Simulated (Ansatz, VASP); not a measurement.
SnSe in VASP and in Ansatz

INCAR

```
PREC = Accurate
ENCUT = 520
EDIFF = 1E-7
ISMEAR = -1
SIGMA = 0.05
LREAL = F
LASPH = T
NELM = 80
ALGO = Normal
ISIF = 2
LWAVE = F
LCHARG = F
GGA = PS
NBANDS = 28
```

KPOINTS

```
regular mesh
0
Gamma
  6 6 3
```

The input POSCAR:

```
SnSe
1.0
    4.3417197731      0.0000000000      0.0000000000
    0.0000000000      4.3417197731      0.0000000000
    0.0000000000      0.0000000000     11.1353230860
Sn Se
2 2
Direct
    0.0000000000      0.5000000000      0.6277708900
    0.5000000000      0.0000000000      0.3722291100
    0.0000000000      0.5000000000      0.3839605100
    0.5000000000      0.0000000000      0.6160394900
```

input.yaml

```yaml
crystal:
  lattice:
    - [4.3417197731, 0.0, 0.0]
    - [0.0, 4.3417197731, 0.0]
    - [0.0, 0.0, 11.135323086]
  atoms:
    - { symbol: Sn, position: [0.0, 0.5, 0.62777089] }
    - { symbol: Sn, position: [0.5, 0.0, 0.37222911] }
    - { symbol: Se, position: [0.0, 0.5, 0.38396051] }
    - { symbol: Se, position: [0.5, 0.0, 0.61603949] }
hamiltonian:
  xc: pbesol
  pseudopotentials: { kind: paw }
kpoints:
  mp_grid: { grid: [6, 6, 3] }
scf:
  occupations: { method: fermi_dirac, width: 0.05 }
output:
  forces: true
  stress: true
  eigenvalues: true
```

Alike in both runs: task single point; functional PBEsol; k mesh 6 × 6 × 3; occupations fermi-dirac, width 0.05 eV; no spin polarisation.

|  | VASP | Ansatz |
| --- | --- | --- |
| version | VASP 6.6.1 | Ansatz 0.2.0 |
| potentials or method | VASP PAW PBE potentials, release 64 (Sn_d, Se) | Ansatz PAW |
| plane-wave cutoff (eV) | 520 | 420 |
| valence electrons in the cell | 40 | 60 |

|  | VASP | Ansatz | Ansatz less VASP |
| --- | --- | --- | --- |
| gap on the k mesh at the Fermi level (eV) | 1.50 | 1.51 | +0.006 |
| least direct gap on the mesh (eV) | 1.50 | 1.51 | +0.006 |
| rms of the force components (eV/Å) | 0.148 | 0.155 | +0.0074 |

Atom by atom the forces differ by 0.008 eV/Å (rms over components). The two sets of potentials don't hold the same shells in valence.

Caveats: spin-orbit coupling is left out, which moves the levels of the heavy elements; the PAW data sets were made with another functional, which shifts forces and pressure a little (VASP); odd divisions of the mesh miss points on the zone boundary, where band edges often lie, so the gap on the mesh can be too wide (Ansatz); the PAW data sets come from PBE, with cores solved anew for the run's functional, which leaves a small shift of forces and pressure (Ansatz).
